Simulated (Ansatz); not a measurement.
# Ta (Im-3m) in Ansatz: notebook

The runs below take Ta through single point, with PBE.

Everything below comes from runs of Ansatz 0.2.0. Logs are shortened: lines on timing, memory, paths and dates and some standing lists are left out, and cuts for length are marked.

### Step 1. Starting point

It takes space group Im-3m (No. 229, cubic). Conventional cell: a = 3.303 Å, b = 3.303 Å, c = 3.303 Å, α = 90.00°, β = 90.00°, γ = 90.00°. Ta (site symmetry m-3m) has 8 Ta at 2.86 Å as nearest neighbours.

### Step 2. Single point, PBE

The input, input.yaml:

```yaml
crystal:
  lattice:
    - [-1.65128, 1.65128, 1.65128]
    - [1.65128, -1.65128, 1.65128]
    - [1.65128, 1.65128, -1.65128]
  atoms:
    - { symbol: Ta, position: [0.0, 0.0, 0.0] }
hamiltonian:
  xc: pbe
  pseudopotentials: { kind: paw }
kpoints:
  mp_grid: { grid: [11, 11, 11] }
scf:
  occupations: { method: gaussian, width: 0.018 }
output:
  forces: true
  stress: true
  eigenvalues: true
```

Potentials or basis: Ansatz PAW.

Launch:

```bash
> ansatz run input.yaml --threads 2 --pin off --max-ram 5632MiB --backend cpu --events-out ev --progress --plain --runs-dir out
```

Log:

```text
Warning: RAYON_NUM_THREADS=2 ignored (pool sized by the plan → 2); use --threads N
Engine: ansatz 0.2.0, x86_64-unknown-linux-gnu
Pseudopotentials: kind: paw
Pseudopotential: Ta, paw, valence charge 13, recommended cutoff 420 eV (normal), Ta.paw.azcp
Functional definition: PBE
  parameter kappa = 0.804
  parameter beta = 0.06672455060314922
  exchange = pbe_x(kappa = kappa, mu = beta*pi^2/3)
  correlation = pbe_c(beta = beta)
Crystal: 1 atoms, lattice volume = 18.010 Å³
Basis set: ecut = 420 eV, 369 PW (Γ), exchange–correlation on 40×40×40 points (8 copies of the dense FFT grid, shifted against one another)
Bands: 11, of which v1, the nominal top of the filled ones, is band 7 counted from 1 (6 counted from 0)
Symmetry: 48 space group operations
Space group: Im-3m (ITA 229), of the structure as read, at distance tolerance 2.6e-5 Å
k-points: 56 of 1331
Non-local potential: Ta, projectors of the file, l = 0: 3, l = 1: 2, l = 2: 2, l = 3: 1
PAW form: soft (Blöchl's): semilocal exchange-correlation on the pseudo side does not see the compensation charge
PAW one-centre angular grid: Ta, 590 points (default); XC on 64 Gauss nodes
Initial density: superposition of atomic densities (neutral atoms: chi_scale 0, normalization atom), corrected by the library's trained network
Initial wavefunctions: pseudopotential atomic-orbital guess
Functional: x = pbe(κ = 0.804, μ = 0.2195149727645171), c = pbe(β = 0.06672455060314922)
SCF iter   1: F=—  HF=-9932.253416 eV  |F-HF|=—  |Δ(HF+E_count)|=         —  Δρ=2.37e-3  dr2=3.33e-4  ethr=1.77e-3  ⟨swp⟩=6.1  Hψ=3544  notcnv=0
preconditioner: auto → none  [insulator: Δε(μ)=0.091 eV  Ē_g=8.322 eV  σ=0.018 eV  W_gap=0.95  n_scr=0 (ndim 8)  ℏωp=19.6 eV  f_vac=0.000  D(μ)=0.40/eV (n_scr^D=0)  ε∞_Penn≈6.5]
SCF iter   2: F=—  HF=-9932.253493 eV  |F-HF|=—  |Δ(HF+E_count)|=   7.64e-5  Δρ=9.88e-4  dr2=4.55e-5  ethr=2.56e-6  ⟨swp⟩=2.3  Hψ=1519  notcnv=0  defer=5
SCF iter   3: F=—  HF=-9932.253552 eV  |F-HF|=—  |Δ(HF+E_count)|=   5.98e-5  Δρ=2.19e-4  dr2=2.18e-6  ethr=3.50e-7  ⟨swp⟩=2.0  Hψ=702  notcnv=0  defer=5
iter 4 did not close the SCF: its close was put off for the readings that it lacked (scf_convergence_deferred on its scf_iter line)
SCF iter   4: F=-9932.253555 eV  HF=-9932.253555 eV  |F-HF|=6.34e-8  |Δ(HF+E_count)|=   2.57e-6  Δρ=2.17e-5  dr2=7.09e-8  ethr=1.68e-8  ⟨swp⟩=2.6  Hψ=988  notcnv=0  defer=5
iter 5 did not close the SCF: its close was put off for the readings that it lacked (scf_convergence_deferred on its scf_iter line)
SCF iter   5: F=-9932.253555 eV  HF=-9932.253555 eV  |F-HF|=2.44e-10  |Δ(HF+E_count)|=   3.81e-8  Δρ=3.71e-6  dr2=4.16e-10  ethr=5.45e-10  ⟨swp⟩=2.2  Hψ=894  notcnv=0  defer=5
SCF iter   6: F=-9932.253555 eV  HF=-9932.253555 eV  |F-HF|=4.37e-11  |Δ(HF+E_count)|=  4.55e-10  Δρ=5.72e-7  dr2=5.08e-11  ethr=3.20e-12  ⟨swp⟩=2.4  Hψ=2107  notcnv=0
SCF 1 converged in 6 iterations: F = -9932.253555 eV  dr2 = 5.08e-11
SCF converged after 6 iterations
Free energy (F): -9932.253555 eV
Harris-Foulkes:  -9932.253555 eV  (|F-HF|=4.37e-11)
Internal energy: -9932.253491 eV  (E = F + TS)
E sigma→0 (E₀):  -9932.253523 eV
Entropy (-TS):   -0.000064 eV (-0.064 meV/atom)
Fermi energy:    18.603237 eV
--- Per-component energies (eV) ---
  E_band       = -103.179349
  E_kinetic    = 366.130918
  E_local      = -547.593346  (includes V_loc(G=0)·N_el)
  E_nonlocal   = 15.004349
  E_hartree    = 190.246435
  E_xc         = -218.527228
  E_vxc        = -204.145940  (∫ρ·V_xc dr)
  E_paw        = -8396.703338  (= ΣΔE_a)
  E_vpaw       = -113.068552  (= ΣTr[D̂ρ^β])
  E_aug_tail   = 0.000163  (compensation charges beyond the density's cutoff)
  E_ewald      = -1340.811443
  E_smearing   = -0.000064  (= −TS)
  E_closure    = -0.000000  (closes the sum)
  Σ components = -9932.253555   (vs F -9932.253555, Δ=0.00e0)
--- Forces (eV/Å), atoms counted from 1 ---
  atom   1  Ta     0.00000000     0.00000000     0.00000000
  max |Σ_I F_I| component: 7.81e-32 eV/Å
--- Stress (GPa, compression-positive) ---
        2.100736       0.000000       0.000000
        0.000000       2.100736       0.000000
       -0.000000       0.000000       2.100736
  P = ⅓ Tr σ = 2.1007 GPa (21.007 kbar)
--- Band table (eV; the first three rows and the last of 56) ---
  k-point 0: bands = ["-48.4170", "-14.3672", "-14.3672", "-14.3672", "10.7434", "19.3842", "19.3842", "19.3842", "22.6579", "22.6579", "33.2630"]
  k-point 1: bands = ["-48.4078", "-14.4683", "-14.3984", "-14.3677", "11.1070", "19.1501", "19.3039", "19.7456", "22.3090", "22.6607", "33.5781"]
  k-point 2: bands = ["-48.3832", "-14.7325", "-14.4813", "-14.3692", "12.0920", "18.5834", "18.9234", "20.7987", "21.9582", "22.7165", "34.0211"]
  k-point 55: bands = ["-48.2181", "-15.1890", "-15.1711", "-15.1711", "14.9385", "14.9806", "24.4760", "24.4760", "25.2996", "26.6540", "28.4716"]
```

Wall time 0.68 s (2 threads of Intel Xeon at 2.70GHz, shared host); peak memory 0.29 GiB.

What came out:

```yaml
Free_energy: -9932.2536 eV
Pressure: 2.1 GPa
Band_gap_on_the_k_mesh: none (metal or under the smearing width)
```

Levels at points of the mesh, in eV from the Fermi level:
| k point | band 2 | band 3 | band 4 | band 5 | band 6 | band 7 | band 8 | band 9 | band 10 | band 11 |
| --- | --- | --- | --- | --- | --- | --- | --- | --- | --- | --- |
| (0.00, 0.00, 0.00) | -32.97 | -32.97 | -32.97 | -7.86 | 0.78 | 0.78 | 0.78 | 4.05 | 4.05 | 14.66 |

### Step 3. Single point, PBE

input.yaml: that of step 2 with these lines changed.

```diff
@@ -13,3 +13,3 @@
 scf:
-  occupations: { method: gaussian, width: 0.018 }
+  occupations: { method: gaussian, width: 0.019 }
 output:
```

Potentials or basis: Ansatz PAW.

Launch:

```bash
> ansatz run input.yaml --threads 2 --pin off --max-ram 5632MiB --backend cpu --events-out ev --progress --plain --runs-dir out
```

Log:

```text
Warning: RAYON_NUM_THREADS=2 ignored (pool sized by the plan → 2); use --threads N
[... 8 set-up lines as earlier in the session ...]
Crystal: 1 atoms, lattice volume = 18.010 Å³
Basis set: ecut = 420 eV, 369 PW (Γ), exchange–correlation on 40×40×40 points (8 copies of the dense FFT grid, shifted against one another)
Bands: 11, of which v1, the nominal top of the filled ones, is band 7 counted from 1 (6 counted from 0)
[... 2 set-up lines as earlier in the session ...]
k-points: 56 of 1331
[... 3 set-up lines as earlier in the session ...]
[... 21 lines left out ...]
--- Per-component energies (eV) ---
  E_band       = -103.179290
  E_kinetic    = 366.130957
  E_local      = -547.593464  (includes V_loc(G=0)·N_el)
  E_nonlocal   = 15.004367
  E_hartree    = 190.246508
  E_xc         = -218.527230
  E_vxc        = -204.145943  (∫ρ·V_xc dr)
  E_paw        = -8396.703349  (= ΣΔE_a)
  E_vpaw       = -113.068570  (= ΣTr[D̂ρ^β])
  E_aug_tail   = 0.000163  (compensation charges beyond the density's cutoff)
  E_ewald      = -1340.811443
  E_smearing   = -0.000068  (= −TS)
  E_closure    = 0.000000  (closes the sum)
  Σ components = -9932.253558   (vs F -9932.253558, Δ=0.00e0)
--- Forces (eV/Å), atoms counted from 1 ---
  atom   1  Ta     0.00000000     0.00000000     0.00000000
  max |Σ_I F_I| component: 8.22e-33 eV/Å
--- Stress (GPa, compression-positive) ---
        2.100625      -0.000000       0.000000
        0.000000       2.100625       0.000000
        0.000000      -0.000000       2.100625
  P = ⅓ Tr σ = 2.1006 GPa (21.006 kbar)
--- Band table (eV; the first three rows and the last of 56) ---
  k-point 0: bands = ["-48.4170", "-14.3672", "-14.3672", "-14.3672", "10.7434", "19.3842", "19.3842", "19.3842", "22.6579", "22.6579", "33.2630"]
  k-point 1: bands = ["-48.4078", "-14.4683", "-14.3984", "-14.3677", "11.1070", "19.1501", "19.3039", "19.7456", "22.3090", "22.6607", "33.5781"]
  k-point 2: bands = ["-48.3832", "-14.7325", "-14.4813", "-14.3692", "12.0920", "18.5834", "18.9234", "20.7987", "21.9582", "22.7165", "34.0211"]
  k-point 55: bands = ["-48.2181", "-15.1890", "-15.1711", "-15.1711", "14.9385", "14.9806", "24.4760", "24.4760", "25.2996", "26.6540", "28.4716"]
```

Wall time 0.77 s (2 threads of Intel Xeon at 2.70GHz, shared host); peak memory 0.29 GiB.

Results:

```
Free energy            : -9932.2536 eV
Pressure               : 2.1 GPa
Band gap on the k mesh : none (metal or under the smearing width)
```

Levels at points of the mesh, in eV from the Fermi level:
```tsv
k point	band 3	band 4	band 5	band 6	band 7	band 8	band 9	band 10
(0.00, 0.00, 0.00)	-32.97	-32.97	-7.86	0.78	0.78	0.78	4.05	4.05
```

### Step 4. Single point, PBE

input.yaml: that of step 3 with these lines changed.

```diff
@@ -13,3 +13,3 @@
 scf:
-  occupations: { method: gaussian, width: 0.019 }
+  occupations: { method: gaussian, width: 0.02 }
 output:
```

Potentials or basis: Ansatz PAW.

Launch:

```bash
> ansatz run input.yaml --threads 2 --pin off --max-ram 5632MiB --backend cpu --events-out ev --progress --plain --runs-dir out
```

Log:

```text
Warning: RAYON_NUM_THREADS=2 ignored (pool sized by the plan → 2); use --threads N
[... 8 set-up lines as earlier in the session ...]
Crystal: 1 atoms, lattice volume = 18.010 Å³
Basis set: ecut = 420 eV, 369 PW (Γ), exchange–correlation on 40×40×40 points (8 copies of the dense FFT grid, shifted against one another)
Bands: 11, of which v1, the nominal top of the filled ones, is band 7 counted from 1 (6 counted from 0)
[... 2 set-up lines as earlier in the session ...]
k-points: 56 of 1331
[... 3 set-up lines as earlier in the session ...]
[... 21 lines left out ...]
--- Per-component energies (eV) ---
  E_band       = -103.179228
  E_kinetic    = 366.130989
  E_local      = -547.593560  (includes V_loc(G=0)·N_el)
  E_nonlocal   = 15.004383
  E_hartree    = 190.246569
  E_xc         = -218.527231
  E_vxc        = -204.145944  (∫ρ·V_xc dr)
  E_paw        = -8396.703359  (= ΣΔE_a)
  E_vpaw       = -113.068586  (= ΣTr[D̂ρ^β])
  E_aug_tail   = 0.000163  (compensation charges beyond the density's cutoff)
  E_ewald      = -1340.811443
  E_smearing   = -0.000072  (= −TS)
  E_closure    = 0.000000  (closes the sum)
  Σ components = -9932.253562   (vs F -9932.253562, Δ=0.00e0)
--- Forces (eV/Å), atoms counted from 1 ---
  atom   1  Ta    -0.00000000     0.00000000    -0.00000000
  max |Σ_I F_I| component: 3.08e-32 eV/Å
--- Stress (GPa, compression-positive) ---
        2.100529       0.000000      -0.000000
        0.000000       2.100529      -0.000000
       -0.000000      -0.000000       2.100529
  P = ⅓ Tr σ = 2.1005 GPa (21.005 kbar)
--- Band table (eV; the first three rows and the last of 56) ---
  k-point 0: bands = ["-48.4170", "-14.3671", "-14.3671", "-14.3671", "10.7434", "19.3842", "19.3842", "19.3842", "22.6579", "22.6579", "33.2630"]
  k-point 1: bands = ["-48.4078", "-14.4683", "-14.3984", "-14.3677", "11.1070", "19.1501", "19.3039", "19.7456", "22.3090", "22.6607", "33.5781"]
  k-point 2: bands = ["-48.3832", "-14.7324", "-14.4813", "-14.3692", "12.0920", "18.5834", "18.9234", "20.7987", "21.9582", "22.7165", "34.0211"]
  k-point 55: bands = ["-48.2181", "-15.1890", "-15.1711", "-15.1711", "14.9385", "14.9806", "24.4760", "24.4760", "25.2996", "26.6540", "28.4716"]
```

It took 0.65 s on 2 threads of Intel Xeon at 2.70GHz, shared host; peak memory 0.29 GiB.

What came out:

| Property | Result |
| --- | --- |
| Free energy | -9932.2536 eV |
| Pressure | 2.1 GPa |
| Band gap on the k mesh | none (metal or under the smearing width) |

Spin-orbit coupling is left out, which matters for the levels of Ta.

### Step 5. Summary

| smearing | gap on the mesh (eV) | pressure (GPa) |
| --- | --- | --- |
| gaussian 0.018 eV | none | 2.1 |
| gaussian 0.019 eV | none | 2.1 |
| gaussian 0.02 eV | none | 2.1 |

Alike in all rows: task single point; level PBE; potentials or basis Ansatz PAW; no spin polarisation; cell as given; k mesh 11 × 11 × 11; cutoff (eV) 420.

Every run on the cell as given and a fine mesh finds a metal.

Absolute energies hang on the potentials; compare differences alone.
